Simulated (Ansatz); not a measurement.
Orbital-resolved density of states of Mg$_{2}$Si

```xyz
3
Lattice="0.0000 3.1950 3.1950 3.1950 0.0000 3.1950 3.1950 3.1950 0.0000" Properties=species:S:1:pos:R:3 pbc="T T T"
Mg    1.5975    1.5975    1.5975
Mg    4.7925    4.7925    4.7925
Si    0.0000    0.0000    0.0000
```

Atoms are numbered in the order listed.

The cell is COD entry 9009039, as deposited and not checked against the literature; nothing was relaxed. It differs from other determinations.

Method: Ansatz 0.2.0, DFT, PBE, all-electron LAPW, scalar-relativistic.

Settings: a Γ-centred 11×11×11 k mesh, Fermi–Dirac smearing of 0.05 eV, basis error target 1 meV/atom, no spin polarisation.

States per eV for one atom of each kind, in 0.4 eV bins named by their centres, from the valence-band top, projected on a minimal set of Löwdin-orthogonalised atomic shells; orbitals are real harmonics on the Cartesian axes, equal curves share a column, and empty bins are left out, as is all above 2.3 eV, near the top of the computed bands.

Si3 3p:

```
# E all pz=px=py
-8.6 0.01 0.00
-8.2 0.02 0.01
-7.8 0.03 0.01
-7.4 0.02 0.01
-4.6 0.18 0.06
-4.2 0.97 0.32
-3.8 1.01 0.34
-3.4 0.63 0.21
-3.0 0.77 0.26
-2.6 0.80 0.27
-2.2 1.15 0.38
-1.8 1.59 0.53
-1.4 1.49 0.50
-1.0 1.48 0.49
-0.6 0.89 0.30
-0.2 0.27 0.09
0.6 0.01 0.00
1.0 0.05 0.02
1.4 0.10 0.03
1.8 0.21 0.07
```

Mg1 3s:

```
# E all
-9.0 0.04
-8.6 0.11
-8.2 0.15
-7.8 0.19
-7.4 0.14
-7.0 0.01
-4.6 0.05
-4.2 0.26
-3.8 0.22
-3.4 0.12
-3.0 0.14
-2.6 0.11
-2.2 0.10
-1.8 0.07
-1.4 0.04
-1.0 0.02
-0.6 0.01
0.6 0.06
1.0 0.14
1.4 0.24
1.8 0.39
```

Si3 3s:

```
# E all
-9.0 0.06
-8.6 0.22
-8.2 0.41
-7.8 0.90
-7.4 1.56
-7.0 0.43
-4.6 0.01
-4.2 0.06
-3.8 0.14
-3.4 0.10
-3.0 0.09
-2.6 0.07
-2.2 0.06
-1.8 0.05
-1.4 0.03
-1.0 0.02
-0.6 0.01
0.6 0.01
1.0 0.01
1.4 0.06
1.8 0.15
```
